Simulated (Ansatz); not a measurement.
**TiAl in Ansatz: the effect of functional**

The system is TiAl.

```
CELL_PARAMETERS angstrom
3.13610 0.00000 0.00000
0.00000 3.13610 0.00000
0.00000 0.00000 3.13610
ATOMIC_POSITIONS crystal
Ti 0.00000 0.00000 0.00000
Al 0.50000 0.50000 0.50000
```

The cell comes from a database or a generator and needn't be the stable form of this composition.

The cell isn't the ideal one: volume scaled by 0.96.

Alike in all runs:

* Program: Ansatz 0.2.0
* Task: single point
* Potentials or basis: Ansatz PAW
* k mesh: 8 × 8 × 8
* Occupations: fermi-dirac, width 0.05 eV
* Spin: no spin polarisation

```csv
functional,cutoff,pressure (GPa)
LDA,420 eV (not typed: the program's choice for these potentials),?
PBEsol,420 eV (not typed: the program's choice for these potentials),2.4
r2SCAN,500 eV (not typed: the program's choice for these potentials),4.5
```

Q: What does the run with functional LDA give?

A: Pressure -1.3 GPa.

Caveats: the PAW data sets come from PBE, with cores solved anew for the run's functional, which leaves a small shift of forces and pressure.
